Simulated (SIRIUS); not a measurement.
Runs of SIRIUS 7.12.0 on MgTe. The structure is cubic, space group F-43m (No. 216). Conventional cell: a = 6.464 Å, b = 6.464 Å, c = 6.464 Å, α = 90.00°, β = 90.00°, γ = 90.00°. Te (site symmetry -43m) is surrounded by 4 Mg at 2.80 Å. Mg (site symmetry -43m) is surrounded by 4 Te at 2.80 Å. The cell comes from a database or a generator and needn't be the stable form of this composition.

| task | level | spin | cell | cutoff (eV) | smearing | muffin tin radii | basis cutoff (gk_cutoff) | smallest sphere radius times basis cutoff | reference energy of the basis | coordinate units | other keys | gap on the mesh (eV) |
| --- | --- | --- | --- | --- | --- | --- | --- | --- | --- | --- | --- | --- |
| band structure | PBE | non-collinear, zero start, SOC | as given | 174 | gaussian 0.05 eV | Mg 2.18, Te 2.41 bohr | 3.58 1/bohr | 7.8 | 0.1 Ha | lattice | beta = 0.2; rmt_scale = 0.95 | (a) |
| single point | PBE | off | as given | 158 | fermi-dirac 0.05 eV | Mg 2.29, Te 2.54 bohr | 3.41 1/bohr | 7.81 | 0.08 Ha | - | - | 2.42 |
| single point | BLYP | SOC, no magnetisation | as given | 158 | gaussian 0.05 eV | Mg 2.29, Te 2.54 bohr | 3.41 1/bohr | 7.81 | 0.1 Ha | lattice | - | 1.93 |
| single point | PBE | off | atoms moved at random | 158 | fermi-dirac 0.05 eV | Mg 2.29, Te 2.54 bohr | 3.41 1/bohr | 7.81 | 0.08 Ha | - | - | 2.37 |

Alike in all rows: potentials or basis all-electron FP-LAPW, apw+lo standard; k mesh 7 × 7 × 7.

Problem. Fill in the values left out.

Solution. (a) 1.86.

Caveats: spin-orbit coupling enters by second variation, whose total energy isn't converged in the number of states and isn't listed, and the forces lack its term (some runs); few first-variational states were used for spin-orbit coupling, so levels can be off by a tenth of an eV or more (some runs); spin-orbit coupling is left out, which moves the levels of the heavy elements (some runs).

A k mesh can miss the band edges, and rows without SOC leave out spin-orbit coupling on Te.
